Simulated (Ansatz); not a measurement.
Crystal: TiAl.

```
Ti Al
1.0
     2.86726    0.00000    0.00000
    -1.43363    2.48312    0.00000
     0.00000    0.00000    4.67808
Ti Al
1 1
Cartesian
  0.0000 0.0000 0.0000
  0.0000 1.6554 2.3390
```

The cell comes from a database or a generator and needn't be the stable form of this composition.

- Program: Ansatz 0.2.0
- Task: relaxation of cell and atoms
- Functional: PBEsol
- Potentials or basis: Ansatz PAW
- Cutoff: 420 eV (not typed: the program's choice for these potentials)
- k mesh: 11 × 11 × 6
- Occupations: fermi-dirac, width 0.05 eV
- Spin: no spin polarisation

At the start: volume 16.65 Å³/atom.

How do energy, volume and symmetry change on relaxing?

It ends after 5 steps and the volume is 16.23 Å³/atom (-2.5 %); space group P-6m2 (No. 187, to 0.05 Å).

The path:
```tsv
step	energy change (eV)	largest force (eV/Å)	volume (Å³)
1	0.0000	0.0000	33.31
2	-0.0036	0.0000	31.81
3	-0.0088	0.0000	32.49
4	-0.0088	0.0000	32.47
5	-0.0087	0.0000	32.47
```

Final structure:
```
Ti Al
1.0
     2.85085    0.00000    0.00000
    -1.42542    2.46891    0.00000
     0.00000    0.00000    4.61253
Ti Al
1 1
Direct
  0.00000 0.00000 0.00000
  0.33333 0.66667 0.50000
```

Caveat: the plane-wave basis is chosen anew once the cell has moved, so the energies of steps on either side of that aren't comparable; the PAW data sets come from PBE, with cores solved anew for the run's functional, which leaves a small shift of forces and pressure.
